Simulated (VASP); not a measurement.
# SiC (Moissanite 6H) (P6_3mc) in VASP: notebook, part 4 of 4

VASP 6.6.1.

### 6 Phonons, PBEsol

This run uses another cell than the first one, of 10.34 Å³/atom, 0.986 times its volume.

Contents of POSCAR:

```
SiC
1.0
    3.0798348513      0.0000000000      0.0000000000
   -1.5399174256      2.6672152207      0.0000000000
    0.0000000000      0.0000000000     15.1116731378
  Si              C
     6     6
Direct
     0.0000000000000000    0.0000000000000000    0.1250363669735108
     0.0000000000000000    0.0000000000000000    0.6250363669735108
     0.3333333332999970    0.6666666667000030    0.2918190986567595
     0.6666666667000030    0.3333333332999970    0.7918190986567595
     0.3333333332999970    0.6666666667000030    0.9583117383177111
     0.6666666667000030    0.3333333332999970    0.4583117383177111
     0.0000000000000000    0.0000000000000000    0.9996886893862467
     0.0000000000000000    0.0000000000000000    0.4996886893862467
     0.3333333332999970    0.6666666667000030    0.1668269791811028
     0.6666666667000030    0.3333333332999970    0.6668269791811028
     0.3333333332999970    0.6666666667000030    0.8333171274846762
     0.6666666667000030    0.3333333332999970    0.3333171274846762
```

Contents of INCAR.step1:

```
SYSTEM = SiC
PREC = Accurate
ENCUT = 600
EDIFF = 1E-8
ISMEAR = 0
SIGMA = 0.03
LREAL = .False.
LASPH = .True.
NELM = 80
ALGO = Fast
ISIF = 3
LWAVE = .False.
LCHARG = .False.
GGA = PS
KPAR = 4
IBRION = 2
NSW = 40
EDIFFG = -0.002
```

Contents of INCAR.step2:

```
SYSTEM = SiC
PREC = Accurate
ENCUT = 600
EDIFF = 1E-8
ISMEAR = 0
SIGMA = 0.03
LREAL = .False.
LASPH = .True.
NELM = 80
ALGO = Fast
ISIF = 2
LWAVE = .False.
LCHARG = .False.
GGA = PS
KPAR = 4
IBRION = 6
NFREE = 2
POTIM = 0.015
NSW = 1
```

Contents of KPOINTS:

```
regular mesh
0
Gamma
  12 12 2
  0 0 0
```

Potentials or basis: VASP PAW PBE potentials, release 64 (Si, C).

Run with:

```bash
$ cat potpaw_PBE.64/Si/POTCAR potpaw_PBE.64/C/POTCAR > POTCAR
$ cp INCAR.step1 INCAR
$ mpirun -np 4 vasp_std > vasp.out
$ cp CONTCAR POSCAR
$ cp INCAR.step2 INCAR
$ mpirun -np 4 vasp_std > vasp.out
```

OUTCAR:

```text
SYSTEM = SiC
   PREC = Accurate
   ENCUT = 600
   EDIFF = 1E-8
   ISMEAR = 0
   LREAL = .False.
   LASPH = .True.
   NELM = 80
   ISIF = 2
   GGA = PS
   IBRION = 6
   NFREE = 2
   POTIM = 0.015
   NSW = 1

 ion  position               nearest neighbor table
   1  0.000  0.000  0.125-   9 1.89   9 1.89   9 1.89   7 1.89   5 3.08   5 3.08   5 3.08   3 3.08
                             3 3.08   3 3.08
   2  0.000  0.000  0.625-  10 1.89  10 1.89  10 1.89   8 1.89   6 3.08   6 3.08   6 3.08   4 3.08
                             4 3.08   4 3.08
   3  0.333  0.667  0.292-  12 1.89  12 1.89  12 1.89   9 1.89   6 3.08   6 3.08   6 3.08   1 3.08
                             1 3.08   1 3.08
   4  0.667  0.333  0.792-  11 1.89  11 1.89  11 1.89  10 1.89   5 3.08   5 3.08   5 3.08   2 3.08
                             2 3.08   2 3.08
   5  0.333  0.667  0.958-   7 1.88   7 1.88   7 1.88  11 1.89   4 3.08   4 3.08   4 3.08   1 3.08
                             1 3.08   1 3.08
   6  0.667  0.333  0.458-   8 1.88   8 1.88   8 1.88  12 1.89   3 3.08   3 3.08   3 3.08   2 3.08
                             2 3.08   2 3.08
   7  0.000  0.000  1.000-   5 1.88   5 1.88   5 1.88   1 1.89
   8  0.000  0.000  0.500-   6 1.88   6 1.88   6 1.88   2 1.89
   9  0.333  0.667  0.167-   1 1.89   1 1.89   1 1.89   3 1.89
  10  0.667  0.333  0.667-   2 1.89   2 1.89   2 1.89   4 1.89
  11  0.333  0.667  0.833-   4 1.89   4 1.89   4 1.89   5 1.89
  12  0.667  0.333  0.333-   3 1.89   3 1.89   3 1.89   6 1.89

  LATTYP: Found a hexagonal cell.
 ALAT       =     3.0798348513
 C/A-ratio  =     4.9066504756

  Lattice vectors:

 A1 = (   3.0798348513,   0.0000000000,   0.0000000000)
 A2 = (  -1.5399174256,   2.6672152207,   0.0000000000)
 A3 = (   0.0000000000,   0.0000000000,  15.1116731378)

Analysis of symmetry for initial positions (statically):
=====================================================================
 Subroutine PRICEL returns:
 Original cell was already a primitive cell.

 Routine SETGRP: Setting up the symmetry group for a
 hexagonal supercell.

 Subroutine GETGRP returns: Found 12 space group operations
 (whereof  6 operations were pure point group operations)
 out of a pool of 24 trial point group operations.

The static configuration has the point symmetry C_3v.
 The point group associated with its full space group is C_6v.

Analysis of symmetry for dynamics (positions and initial velocities):
=====================================================================
 Subroutine PRICEL returns:
 Original cell was already a primitive cell.

 Routine SETGRP: Setting up the symmetry group for a
 hexagonal supercell.

 Subroutine GETGRP returns: Found 12 space group operations
 (whereof  6 operations were pure point group operations)
 out of a pool of 24 trial point group operations.

The dynamic configuration has the point symmetry C_3v.
 The point group associated with its full space group is C_6v.

[... 160 lines left out ...]

 number of electron      47.9999999 magnetization

 Free energy of the ion-electron system (eV)
  ---------------------------------------------------
  ext. energy  EPLUGINS =         0.00000000
  ---------------------------------------------------
  free energy    TOTEN  =       -95.51211022 eV

  energy without entropy =      -95.51211022  energy(sigma->0) =      -95.51211022

------------------------ aborting loop because EDIFF is reached ----------------------------------------

  FORCE on cell =-STRESS in cart. coord.  units (eV):
  Direction    XX          YY          ZZ          XY          YZ          ZX
  --------------------------------------------------------------------------------------
  -------------------------------------------------------------------------------------
  Total        0.0082700      0.0082700      0.0043121      0.0000000      0.0000000      0.0000000
  in kB        0.1067383      0.1067383      0.0556549      0.0000000      0.0000000      0.0000000
  external PRESSURE =       0.0897105 kB  Pullay stress =       0.0000000 kB
[... 119 lines left out ...]
  FREE ENERGIE OF THE ION-ELECTRON SYSTEM (eV)
  ---------------------------------------------------
  free  energy   TOTEN  =       -95.5098864437 eV

  energy  without entropy=      -95.5098864437  energy(sigma->0) =      -95.50988644

[... ionic steps 4 to 22 ...]

--------------------------------------- Ionic step       23  -------------------------------------------

 number of electron      47.9999998 magnetization

------------------------ aborting loop because EDIFF is reached ----------------------------------------
[... 87 lines left out ...]
--------------------------------------- Ionic step       25  -------------------------------------------

 number of electron      47.9999999 magnetization

 Free energy of the ion-electron system (eV)
  ---------------------------------------------------
  ext. energy  EPLUGINS =         0.00000000
  ---------------------------------------------------
  free energy    TOTEN  =       -95.50905606 eV

  energy without entropy =      -95.50905606  energy(sigma->0) =      -95.50905606

 E-fermi :   8.2481     XC(G=0): -11.5036

 val. band max:        8.0992499732   @ k =   0.0000   0.0000   0.0000
 cond. band min:      10.0164331073   @ k =   0.5000   0.0000   0.0000
 fundamental gap:      1.9171831341
 Fermi energy:         8.2480684466

 k-point     1 :       0.0000    0.0000    0.0000
  band No.  band energies     occupation
      1      -7.3758      2.00000
      2      -6.8490      2.00000
      3      -6.8173      2.00000
      4      -5.3041      2.00000
      5      -5.2916      2.00000
      6      -3.7737      2.00000
[... 805 lines left out ...]
     30      13.3203      0.00000
     31      14.1119      0.00000

 [... further k-points ...]
[... 5 lines left out ...]
  --------------------------------------------------------------------------------------
  -------------------------------------------------------------------------------------
  Total        0.0865922      0.0865922     -0.1378589      0.0000000      0.0000000     -0.0000000
  in kB        1.1176122      1.1176122     -1.7792925      0.0000000      0.0000000     -0.0000000
  external PRESSURE =       0.1519773 kB  Pullay stress =       0.0000000 kB
[... 27 lines left out ...]
  FREE ENERGIE OF THE ION-ELECTRON SYSTEM (eV)
  ---------------------------------------------------
  free  energy   TOTEN  =       -95.5090560603 eV

  energy  without entropy=      -95.5090560603  energy(sigma->0) =      -95.50905606

 INTERNAL STRAIN TENSORS FROM DISPLACED ATOMS
 ============================================

 INTERNAL STRAIN TENSOR FOR ION    1 for displacements in x,y,z  (eV/Angst):
          X           Y           Z          XY          YZ          ZX
  --------------------------------------------------------------------------------
  x    -0.00000     0.00000    -0.00000    -7.66335     0.00000     5.22512
  y    -7.66335     7.66335     0.00000     0.00000     5.22512     0.00000
  z     4.91853     4.91853    -9.00278     0.00000    -0.00000    -0.00000
[... 8 lines left out ...]
 INTERNAL STRAIN TENSOR FOR ION   12 for displacements in x,y,z  (eV/Angst):
          X           Y           Z          XY          YZ          ZX
  --------------------------------------------------------------------------------
  x     0.00000    -0.00000     0.00000     7.39027    -0.00000    -5.31891
  y     7.39027    -7.39027    -0.00000    -0.00000    -5.31891    -0.00000
  z    -5.07297    -5.07297    10.16646    -0.00000    -0.00000     0.00000

 Eigenvectors and eigenvalues of the dynamical matrix
   1 f  =   27.923234 THz   175.446852 2PiTHz  931.418821 cm-1   115.481164 meV
   2 f  =   27.702520 THz   174.060067 2PiTHz  924.056602 cm-1   114.568365 meV
   3 f  =   26.199219 THz   164.614545 2PiTHz  873.911863 cm-1   108.351213 meV
   4 f  =   26.069104 THz   163.797011 2PiTHz  869.571709 cm-1   107.813103 meV
   5 f  =   24.721600 THz   155.330394 2PiTHz  824.623814 cm-1   102.240276 meV
   6 f  =   23.635745 THz   148.507764 2PiTHz  788.403582 cm-1    97.749542 meV
[... 25 lines left out ...]
  32 f  =    4.190367 THz    26.328851 2PiTHz  139.775593 cm-1    17.329957 meV
  33 f  =    4.190367 THz    26.328851 2PiTHz  139.775593 cm-1    17.329957 meV
  34 f/i=    0.000382 THz     0.002403 2PiTHz    0.012755 cm-1     0.001581 meV
  35 f/i=    0.001511 THz     0.009492 2PiTHz    0.050389 cm-1     0.006247 meV
  36 f/i=    0.001511 THz     0.009492 2PiTHz    0.050389 cm-1     0.006247 meV

 ELASTIC MODULI CONTR FROM IONIC RELAXATION (kBar)
 Direction    XX          YY          ZZ          XY          YZ          ZX
 --------------------------------------------------------------------------------
 XX        -489.4747    278.5517    207.7663     -0.0000     -0.0000      0.0000
 YY         278.5517   -489.4747    207.7663     -0.0000      0.0000     -0.0000
 ZZ         207.7663    207.7663   -409.9968      0.0000     -0.0000     -0.0000
 XY          -0.0000     -0.0000      0.0000   -384.0132      0.0000      0.0000
 YZ          -0.0000      0.0000     -0.0000      0.0000   -117.1415     -0.0000
 ZX           0.0000     -0.0000     -0.0000      0.0000     -0.0000   -117.1415
 --------------------------------------------------------------------------------
```

Wall time 53 min (4 MPI ranks of Intel Xeon Platinum 8259CL at 2.50GHz (Skylake/Cascade Lake), shared host); peak memory 1 GiB.

Results:

| Item | Value |
| --- | --- |
| Highest phonon frequency at Γ, LO-TO splitting left out | 931 cm⁻¹ |

Phonon frequencies in cm⁻¹ (negative: imaginary):
```csv
q point,frequencies
"(0.000, 0.000, 0.000)",0 0 0 140 140 144 144 225 225 231 231 255 255 277 279 496 504 601 762 762 764 764 772 772 778 780 780 782 782 788 788 825 870 874 924 931
```

Caveat: the PAW data sets were made with another functional, which shifts forces and pressure a little.

### 7 The runs side by side

```csv
task,level,potentials or basis,cell,by perturbation theory,monkhorst-Pack mesh,gap on the mesh (eV)
phonons,PBE,"VASP PAW PBE potentials, release 64 (Si, C)","P6_3mc, 10.49 Å³/atom",no,-,-
dielectric tensor,PBE,"VASP PAW PBE potentials, release 64 (Si, C)","P6_3mc, 10.49 Å³/atom",-,no,2.03
phonons,LDA,"VASP PAW LDA potentials, release 64 (Si, C)","P6_3mc, 10.15 Å³/atom",no,-,-
dielectric tensor,LDA,"VASP PAW LDA potentials, release 64 (Si, C)","P6_3mc, 10.15 Å³/atom",-,no,1.97
phonons,PBEsol,"VASP PAW PBE potentials, release 64 (Si, C)","P6_3mc, 10.34 Å³/atom",no,-,-
```

Alike in all rows: no spin polarisation; k mesh 12 × 12 × 2; cutoff (eV) 600; smearing gaussian 0.03 eV.

Caveats: the PAW data sets were made with another functional, which shifts forces and pressure a little (some runs).

Absolute energies hang on the potentials; compare differences alone.
